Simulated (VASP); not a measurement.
# LiCl (Fm-3m) in VASP: further runs

The runs below take LiCl through band structure, with HSE03, PBE0.

Everything below comes from runs of VASP 6.6.1. Logs are shortened: lines on timing, memory, paths and dates and some standing lists are left out, and cuts for length are marked.

**1. The structure**

The structure is cubic, space group Fm-3m (No. 225). Conventional cell: a = 5.130 Å, b = 5.130 Å, c = 5.130 Å, α = 90.00°, β = 90.00°, γ = 90.00°. Cl (site symmetry m-3m) is surrounded by 6 Li at 2.56 Å. Li (site symmetry m-3m) is surrounded by 6 Cl at 2.56 Å.

**2. Band structure, HSE03**

POSCAR

```
LiCl
1.0
    0.0000000000      2.5647700000      2.5647700000
    2.5647700000      0.0000000000      2.5647700000
    2.5647700000      2.5647700000      0.0000000000
Cl Li
1 1
Direct
    0.5000000000      0.5000000000      0.5000000000
    0.0000000000      0.0000000000      0.0000000000
```

INCAR.step1

```
SYSTEM = LiCl
ALGO = Normal ; EDIFF = 1E-5
ENCUT = 520 ; GGA = PE
ISIF = 2 ; ISMEAR = 0
KPAR = 4 ; LASPH = .True.
LCHARG = .False. ; LREAL = .False.
LWAVE = .True. ; NELM = 100
PREC = Accurate ; SIGMA = 0.02
```

INCAR.step2

```
SYSTEM = LiCl
ALGO = Normal ; EDIFF = 1E-6
ENCUT = 520 ; GGA = PE
HFSCREEN = 0.3 ; ISIF = 2
ISMEAR = 0 ; ISTART = 1
KPAR = 4 ; LASPH = .True.
LCHARG = .False. ; LHFCALC = .True.
LREAL = .False. ; LWAVE = .False.
NELM = 100 ; PREC = Accurate
PRECFOCK = Fast ; SIGMA = 0.02
```

KPOINTS

```
k-points
0
Gamma
  6 6 6
  0 0 0
```

KPOINTS_OPT

```
path GXWKGLUWLK,UX
8
line-mode
reciprocal
 0.0000000000  0.0000000000  0.0000000000  G
 0.5000000000  0.0000000000  0.5000000000  X

 0.5000000000  0.0000000000  0.5000000000  X
 0.5000000000  0.2500000000  0.7500000000  W

 0.5000000000  0.2500000000  0.7500000000  W
 0.3750000000  0.3750000000  0.7500000000  K

 0.3750000000  0.3750000000  0.7500000000  K
 0.0000000000  0.0000000000  0.0000000000  G

 0.0000000000  0.0000000000  0.0000000000  G
 0.5000000000  0.5000000000  0.5000000000  L

 0.5000000000  0.5000000000  0.5000000000  L
 0.6250000000  0.2500000000  0.6250000000  U

 0.6250000000  0.2500000000  0.6250000000  U
 0.5000000000  0.2500000000  0.7500000000  W

 0.5000000000  0.2500000000  0.7500000000  W
 0.5000000000  0.5000000000  0.5000000000  L

 0.5000000000  0.5000000000  0.5000000000  L
 0.3750000000  0.3750000000  0.7500000000  K

 0.6250000000  0.2500000000  0.6250000000  U
 0.5000000000  0.0000000000  0.5000000000  X
```

Potentials or basis: VASP PAW PBE potentials, release 64 (Cl, Li_sv).

On the command line:

```
cat potpaw_PBE.64/Cl/POTCAR potpaw_PBE.64/Li_sv/POTCAR > POTCAR
cp INCAR.step1 INCAR
mpirun -np 4 vasp_std > vasp.out
cp INCAR.step2 INCAR
mpirun -np 4 vasp_std > vasp.out
```

OUTCAR:

```text
SYSTEM = LiCl
   EDIFF = 1E-6
   ENCUT = 520
   GGA = PE
   HFSCREEN = 0.3
   ISIF = 2
   ISMEAR = 0
   ISTART = 1
   LASPH = .True.
   LHFCALC = .True.
   LREAL = .False.
   NELM = 100
   PREC = Accurate
   PRECFOCK = Fast

 ion  position               nearest neighbor table
   1  0.500  0.500  0.500-   2 2.56   2 2.56   2 2.56   2 2.56   2 2.56   2 2.56
   2  0.000  0.000  0.000-   1 2.56   1 2.56   1 2.56   1 2.56   1 2.56   1 2.56

  LATTYP: Found a face centered cubic cell.
 ALAT       =     5.1295400000

  Lattice vectors:

 A1 = (   0.0000000000,   2.5647700000,   2.5647700000)
 A2 = (   2.5647700000,   0.0000000000,   2.5647700000)
 A3 = (   2.5647700000,   2.5647700000,   0.0000000000)

Analysis of symmetry for initial positions (statically):
=====================================================================
 Subroutine PRICEL returns:
 Original cell was already a primitive cell.

 Routine SETGRP: Setting up the symmetry group for a
 face centered cubic supercell.

 Subroutine GETGRP returns: Found 48 space group operations
 (whereof 48 operations were pure point group operations)
 out of a pool of 48 trial point group operations.

The static configuration has the point symmetry O_h .

Analysis of symmetry for dynamics (positions and initial velocities):
=====================================================================
 Subroutine PRICEL returns:
 Original cell was already a primitive cell.

 Routine SETGRP: Setting up the symmetry group for a
 face centered cubic supercell.

 Subroutine GETGRP returns: Found 48 space group operations
 (whereof 48 operations were pure point group operations)
 out of a pool of 48 trial point group operations.

The dynamic configuration has the point symmetry O_h .

 Subroutine INISYM returns: Found 48 space group operations
 (whereof 48 operations are pure point group operations),
 and found     1 'primitive' translations

----------------------------------------------------------------------------------------

                                     Primitive cell

  volume of cell :      33.7423

  direct lattice vectors                    reciprocal lattice vectors
     0.000000000  2.564770000  2.564770000    -0.194949255  0.194949255  0.194949255
     2.564770000  0.000000000  2.564770000     0.194949255 -0.194949255  0.194949255
     2.564770000  2.564770000  0.000000000     0.194949255  0.194949255 -0.194949255

  length of vectors
     3.627132518  3.627132518  3.627132518     0.337662014  0.337662014  0.337662014

  position of ions in fractional coordinates (direct lattice)
     0.500000000  0.500000000  0.500000000
     0.000000000  0.000000000  0.000000000

  ion indices of the primitive-cell ions
   primitive index   ion index
                 1           1
                 2           2

----------------------------------------------------------------------------------------

 KPOINTS: k-points

Automatic generation of k-mesh.
 Grid dimensions read from file:
 generate k-points for:    6    6    6

 Generating k-lattice:

  Cartesian coordinates                     Fractional coordinates (reciprocal lattice)
    -0.032491542  0.032491542  0.032491542     0.166666667  0.000000000  0.000000000
     0.032491542 -0.032491542  0.032491542     0.000000000  0.166666667  0.000000000
     0.032491542  0.032491542 -0.032491542     0.000000000  0.000000000  0.166666667

  Length of vectors
     0.056277002  0.056277002  0.056277002

  Shift w.r.t. Gamma in fractional coordinates (k-lattice)
     0.000000000  0.000000000  0.000000000

 Subroutine IBZKPT returns following result:
 ===========================================

 Found     16 irreducible k-points:

 Following reciprocal coordinates:
            Coordinates               Weight
  0.000000  0.000000  0.000000      1.000000
  0.166667  0.000000  0.000000      8.000000
  0.333333  0.000000  0.000000      8.000000
  0.500000  0.000000  0.000000      4.000000
  0.166667  0.166667  0.000000      6.000000
  0.333333  0.166667  0.000000     24.000000
[... 8 lines left out ...]
 -0.333333  0.333333  0.166667     24.000000
 -0.333333  0.500000  0.166667     12.000000
   k-points           NKPTS =     16   k-points in BZ     NKDIM =    216   number of bands    NBANDS=      9
   number of dos      NEDOS =    301   number of ions     NIONS =      2
   total plane-waves  NPLWV =  21952
   dimension x,y,z NGX =    28 NGY =   28 NGZ =   28
   dimension x,y,z NGXF=    56 NGYF=   56 NGZF=   56
   ions per type =               1   1
   NGX,Y,Z   is equivalent  to a cutoff of  12.83, 12.83, 12.83 a.u.
   NGXF,Y,Z  is equivalent  to a cutoff of  25.67, 25.67, 25.67 a.u.
 SYSTEM =  LiCl
   PREC   = accura    normal or accurate (medium, high low for compatibility)
   ISTART =      1    job   : 0-new  1-cont  2-samecut
   ICHARG =      0    charge: 1-file 2-atom 10-const
   ISPIN  =      1    spin polarized calculation?
   LNONCOLLINEAR =      F non collinear calculations
   LSORBIT =      F    spin-orbit coupling
   LASPH  =      T    aspherical Exc in radial PAW
   ENCUT  =  520.0 eV  38.22 Ry    6.18 a.u.   6.74  6.74  6.74*2*pi/ulx,y,z
   NELM   =    100;   NELMIN=  2; NELMDL=  0     # of ELM steps
   EDIFF  = 0.1E-05   stopping-criterion for ELM
   LREAL  =      F    real-space projection
   EDIFFG = 0.1E-04   stopping-criterion for IOM
   NSW    =      0    number of steps for IOM
   IBRION =     -1    ionic relax: 0-MD 1-quasi-New 2-CG
   NFREE  =      0    steps in history (QN), initial steepest desc. (CG)
   ISIF   =      2    stress and relaxation
   ISYM   =      3    0-nonsym 1-usesym 2-fastsym
   POTIM  = 0.5000    time-step for ionic-motion
   TEBEG  =    0.0;   TEEND  =   0.0 temperature during run
   PSTRESS=    0.0 pullay stress
   NELECT =      10.0000    total number of electrons
   NUPDOWN=      -1.0000    fix difference up-down
   EMIN   =  10.00;   EMAX   =-10.00  energy-range for DOS
   EFERMI =   0.00;   METHOD = LEGACY
   ISMEAR =     0;   SIGMA  =   0.02  broadening in eV -4-tet -1-fermi 0-gaus
   EFERMI_NEDOS =   21; number of points for ismear=-14 and -15
   IALGO  =     38    algorithm
   IMIX   =      1    mixing-type and parameters
     AMIX     =   0.40;   BMIX     =  1.00
     AMIX_MAG =   1.60;   BMIX_MAG =  1.00
  volume/ion in A,a.u.               =      16.87       113.85
  Fermi-wavevector in a.u.,A,eV,Ry     =   1.091482  2.062601 16.209056  1.191332
  Thomas-Fermi vector in A             =   2.227728
   LORBIT       =      0    0 simple, 1 ext, 2 COOP (PROOUT), +10 PAW based schemes
   GGA     = PE    functional components
   LHFCALC =     T    Hartree Fock is set to
   PRECFOCK=fast      Normal, Fast or Accurate (Low or Medium for compatibility)
   ENCUT4O =  -1.0   cutoff for four orbital integrals eV
   NKREDX  =     1    reduce k-point grid by
   NKREDY  =     1    reduce k-point grid by
   NKREDZ  =     1    reduce k-point grid by
   AEXX    =    0.2500 exact exchange contribution
   HFSCREEN=    0.3000 screening length (either q_TF or 0.3 A-1)
   HFSCREENC=   0.3000 screening length for correlation (either q_TF or 0.3 A-1)
   ENCUTFOCK=  -1.0 apply spherical cutoff to Coloumb kernel
   IVDW    =     0    specifies the selected vdW correction
   LEPSILON=     F    determine dielectric tensor
   LRPA    =     F    only Hartree local field effects (RPA)
 non-spin polarized calculation
 Gauss-broadening in eV      SIGMA  =   0.02
  energy-cutoff  :      520.00
  volume of cell :       33.74
 maximum number of plane-waves:       934
  NGX = 16; NGY = 16; NGZ = 16

 number of electron      10.0000005 magnetization

 Free energy of the ion-electron system (eV)
  ---------------------------------------------------
  ext. energy  EPLUGINS =         0.00000000
  ---------------------------------------------------
  free energy    TOTEN  =        -8.28213489 eV

  energy without entropy =       -8.28213489  energy(sigma->0) =       -8.28213489

 E-fermi :  -0.0994     XC(G=0):  -7.4041

 val. band max:       -0.2352368662   @ k =   0.0000   0.0000   0.0000
 cond. band min:       7.2518982030   @ k =   0.0000   0.0000   0.0000
 fundamental gap:      7.4871350691
 Fermi energy:        -0.0994498956

 k-point     1 :       0.0000    0.0000    0.0000
  band No.  band energies     occupation
      1     -46.4682      2.00000
      2     -14.8476      2.00000
      3      -0.2352      2.00000
      4      -0.2352      2.00000
      5      -0.2352      2.00000
      6       7.2519      0.00000
      7      12.9553      0.00000
      8      12.9553      0.00000
      9      12.9553      0.00000

 k-point     2 :       0.1667    0.0000    0.0000
  band No.  band energies     occupation
      1     -46.4676      2.00000
      2     -14.7055      2.00000
      3      -1.1381      2.00000
      4      -0.3110      2.00000
      5      -0.3110      2.00000
      6       7.9567      0.00000
      7      11.9098      0.00000
      8      12.5535      0.00000
      9      12.5535      0.00000

 k-point     3 :       0.3333    0.0000    0.0000
  band No.  band energies     occupation
      1     -46.4660      2.00000
      2     -14.3962      2.00000
      3      -2.6001      2.00000
      4      -0.4517      2.00000
      5      -0.4517      2.00000
      6       7.9659      0.00000
      7      11.0541      0.00000
      8      11.0541      0.00000
      9      12.8300      0.00000
[... 133 lines left out ...]
 k-point    15 :      -0.3333    0.3333    0.1667
  band No.  band energies     occupation
      1     -46.4643      2.00000
      2     -14.0385      2.00000
      3      -2.7496      2.00000
      4      -2.0642      2.00000
      5      -1.0720      2.00000
      6       9.8785      0.00000
      7      10.3334      0.00000
      8      12.0177      0.00000
      9      12.2198      0.00000

 k-point    16 :      -0.3333    0.5000    0.1667
  band No.  band energies     occupation
      1     -46.4640      2.00000
      2     -13.9700      2.00000
      3      -2.9153      2.00000
      4      -1.9859      2.00000
      5      -1.3764      2.00000
      6       9.7040      0.00000
      7      10.3240      0.00000
      8      12.4386      0.00000
      9      12.5254      0.00000

------------------------ aborting loop because EDIFF is reached ----------------------------------------

  FORCE on cell =-STRESS in cart. coord.  units (eV):
  Direction    XX          YY          ZZ          XY          YZ          ZX
  --------------------------------------------------------------------------------------
  -------------------------------------------------------------------------------------
  Total       -0.0663735     -0.0663735     -0.0663735     -0.0000000     -0.0000000     -0.0000000
  in kB       -3.1515933     -3.1515933     -3.1515933     -0.0000000     -0.0000000     -0.0000000
  external PRESSURE =      -3.1515933 kB  Pullay stress =       0.0000000 kB

 VOLUME and BASIS-vectors are now :
 -----------------------------------------------------------------------------
  energy-cutoff  :      520.00
  volume of cell :       33.74
      direct lattice vectors                 reciprocal lattice vectors
     0.000000000  2.564770000  2.564770000    -0.194949255  0.194949255  0.194949255
     2.564770000  0.000000000  2.564770000     0.194949255 -0.194949255  0.194949255
     2.564770000  2.564770000  0.000000000     0.194949255  0.194949255 -0.194949255

 POSITION                                       TOTAL-FORCE (eV/Angst)
 -----------------------------------------------------------------------------------
      2.56477      2.56477      2.56477        -0.000000     -0.000000      0.000000
      0.00000      0.00000      0.00000         0.000000      0.000000     -0.000000
 -----------------------------------------------------------------------------------
    total drift:                                0.000000      0.000000      0.000000

  FREE ENERGIE OF THE ION-ELECTRON SYSTEM (eV)
  ---------------------------------------------------
  free  energy   TOTEN  =        -8.2821348855 eV

  energy  without entropy=       -8.2821348855  energy(sigma->0) =       -8.28213489
```

Run time: 85 s. Hardware: 4 MPI ranks of Intel Xeon 6975P-C (Granite Rapids), shared host; peak memory 0.28 GiB.

What came out:

```yaml
Free_energy: -8.2821 eV
Band_gap_on_the_k_mesh: 7.49 eV, direct
Band_gap_along_the_path: 7.49 eV, direct
```

Levels at the corners of the path, in eV from the valence-band top:
```
point  band 2  band 3  band 4  band 5  band 6  band 7  band 8  band 9
    Γ  -14.61    0.00    0.00    0.00    7.49   13.19   13.19   13.19
    X  -13.73   -3.07   -1.18   -1.18    9.04    9.37   13.86   15.57
    X  -13.73   -3.07   -1.18   -1.18    9.04    9.37   13.86   15.57
    W  -13.74   -2.25   -2.25   -1.13   10.79   11.42   11.68   11.68
    W  -13.74   -2.25   -2.25   -1.13   10.79   11.42   11.68   11.68
    K  -13.76   -2.63   -1.89   -0.88    9.23   11.16   12.78   13.10
    K  -13.76   -2.63   -1.89   -0.88    9.23   11.16   12.78   13.10
    Γ  -14.61    0.00    0.00    0.00    7.49   13.19   13.19   13.19
    Γ  -14.61    0.00    0.00    0.00    7.49   13.19   13.19   13.19
    L  -13.99   -3.01   -0.28   -0.28    7.87   10.73   10.73   14.43
    L  -13.99   -3.01   -0.28   -0.28    7.87   10.73   10.73   14.43
    U  -13.76   -2.63   -1.89   -0.88    9.23   11.16   12.78   13.10
    U  -13.76   -2.63   -1.89   -0.88    9.23   11.16   12.78   13.10
    W  -13.74   -2.25   -2.25   -1.13   10.79   11.42   11.68   11.68
    W  -13.74   -2.25   -2.25   -1.13   10.79   11.42   11.68   11.68
    L  -13.99   -3.01   -0.28   -0.28    7.87   10.73   10.73   14.43
    L  -13.99   -3.01   -0.28   -0.28    7.87   10.73   10.73   14.43
    K  -13.76   -2.63   -1.89   -0.88    9.23   11.16   12.78   13.10
    U  -13.76   -2.63   -1.89   -0.88    9.23   11.16   12.78   13.10
    X  -13.73   -3.07   -1.18   -1.18    9.04    9.37   13.86   15.57
```

Caveat: the cutoff is under 1.25 times the usual one of these potentials, so pressure, stress and relaxed cells hold a basis-set (Pulay) error; the PAW data sets were made with another functional, which shifts forces and pressure a little.

**3. Band structure, PBE0**

POSCAR is that of step 2.

INCAR.step1 is that of step 2.

INCAR.step2

```
SYSTEM = LiCl
AEXX = 0.25 ; ALGO = Normal
EDIFF = 1E-6 ; ENCUT = 520
GGA = PE ; HFRCUT = -1
ISIF = 2 ; ISMEAR = 0
ISTART = 1 ; KPAR = 4
LASPH = .True. ; LCHARG = .False.
LHFCALC = .True. ; LREAL = .False.
LWAVE = .False. ; NELM = 100
PREC = Accurate ; PRECFOCK = Fast
SIGMA = 0.02
```

KPOINTS is that of step 2.

KPOINTS_OPT is that of step 2.

Potentials or basis: VASP PAW PBE potentials, release 64 (Cl, Li_sv).

On the command line:

```
cat potpaw_PBE.64/Cl/POTCAR potpaw_PBE.64/Li_sv/POTCAR > POTCAR
cp INCAR.step1 INCAR
mpirun -np 4 vasp_std > vasp.out
cp INCAR.step2 INCAR
mpirun -np 4 vasp_std > vasp.out
```

It took 79 s on 4 MPI ranks of Intel Xeon 6975P-C (Granite Rapids), shared host; peak memory 0.19 GiB.

It converged, with:

```yaml
Free_energy: -8.9783 eV
Band_gap_on_the_k_mesh: 8.45 eV, direct
Band_gap_along_the_path: 8.45 eV, direct
```

Levels at the corners of the path, in eV from the valence-band top:
| point | band 1 | band 2 | band 3 | band 4 | band 5 | band 6 | band 7 | band 8 | band 9 |
| --- | --- | --- | --- | --- | --- | --- | --- | --- | --- |
| Γ | -46.30 | -14.70 | 0.00 | 0.00 | 0.00 | 8.45 | 14.23 | 14.23 | 14.23 |
| X | -46.30 | -13.81 | -3.15 | -1.20 | -1.20 | 10.05 | 10.35 | 14.90 | 16.62 |
| X | -46.30 | -13.81 | -3.15 | -1.20 | -1.20 | 10.05 | 10.35 | 14.90 | 16.62 |
| W | -46.30 | -13.82 | -2.30 | -2.30 | -1.16 | 11.83 | 12.45 | 12.70 | 12.70 |
| W | -46.30 | -13.82 | -2.30 | -2.30 | -1.16 | 11.83 | 12.45 | 12.70 | 12.70 |
| K | -46.30 | -13.84 | -2.70 | -1.94 | -0.90 | 10.24 | 12.19 | 13.82 | 14.15 |
| K | -46.30 | -13.84 | -2.70 | -1.94 | -0.90 | 10.24 | 12.19 | 13.82 | 14.15 |
| Γ | -46.30 | -14.70 | 0.00 | 0.00 | 0.00 | 8.45 | 14.23 | 14.23 | 14.23 |
| Γ | -46.30 | -14.70 | 0.00 | 0.00 | 0.00 | 8.45 | 14.23 | 14.23 | 14.23 |
| L | -46.30 | -14.08 | -3.08 | -0.29 | -0.29 | 8.85 | 11.75 | 11.75 | 15.47 |
| L | -46.30 | -14.08 | -3.08 | -0.29 | -0.29 | 8.85 | 11.75 | 11.75 | 15.47 |
| U | -46.30 | -13.84 | -2.70 | -1.94 | -0.90 | 10.24 | 12.19 | 13.82 | 14.15 |
| U | -46.30 | -13.84 | -2.70 | -1.94 | -0.90 | 10.24 | 12.19 | 13.82 | 14.15 |
| W | -46.30 | -13.82 | -2.30 | -2.30 | -1.16 | 11.83 | 12.45 | 12.70 | 12.70 |
| W | -46.30 | -13.82 | -2.30 | -2.30 | -1.16 | 11.83 | 12.45 | 12.70 | 12.70 |
| L | -46.30 | -14.08 | -3.08 | -0.29 | -0.29 | 8.85 | 11.75 | 11.75 | 15.47 |
| L | -46.30 | -14.08 | -3.08 | -0.29 | -0.29 | 8.85 | 11.75 | 11.75 | 15.47 |
| K | -46.30 | -13.84 | -2.70 | -1.94 | -0.90 | 10.24 | 12.19 | 13.82 | 14.15 |
| U | -46.30 | -13.84 | -2.70 | -1.94 | -0.90 | 10.24 | 12.19 | 13.82 | 14.15 |
| X | -46.30 | -13.81 | -3.15 | -1.20 | -1.20 | 10.05 | 10.35 | 14.90 | 16.62 |

Caveat: the cutoff is under 1.25 times the usual one of these potentials, so pressure, stress and relaxed cells hold a basis-set (Pulay) error; the PAW data sets were made with another functional, which shifts forces and pressure a little.

**4. The reference run**

An earlier run on the cell as given: functional PBE; potentials or basis VASP PAW PBE potentials, release 64 (Cl, Li_sv); cutoff 520 eV; k mesh 9 × 9 × 9; occupations fermi-dirac, width 0.05 eV; no spin polarisation.

- Band gap on the k mesh: 6.34 eV, direct

**5. Overview**

| task | level | k mesh | smearing | ladder | grid for exact exchange (PRECFOCK) | exchange at q = 0 | gap on the mesh (eV) |
| --- | --- | --- | --- | --- | --- | --- | --- |
| band structure | HSE03 | 6 × 6 × 6 | gaussian 0.02 eV | free | Fast | - | 7.49 |
| band structure | PBE0 | 6 × 6 × 6 | gaussian 0.02 eV | free | Fast | truncated | 8.45 |
| single point | PBE | 9 × 9 × 9 | fermi-dirac 0.05 eV | - | - | - | 6.34 |

Alike in all rows: potentials or basis VASP PAW PBE potentials, release 64 (Cl, Li_sv); no spin polarisation; cell as given; cutoff (eV) 520.

On the cell as given the gap runs from 6.34 eV (PBE) to 8.45 eV (PBE0); the meshes differ, which moves gaps too.

Caveats: the cutoff is under 1.25 times the usual one of these potentials, so pressure, stress and relaxed cells hold a basis-set (Pulay) error; the PAW data sets were made with another functional, which shifts forces and pressure a little (some runs); an odd mesh through Γ misses points on the zone boundary, where band edges often lie (some runs).

Total energies depend on the potentials used, so only differences within one code and one set of settings carry meaning.
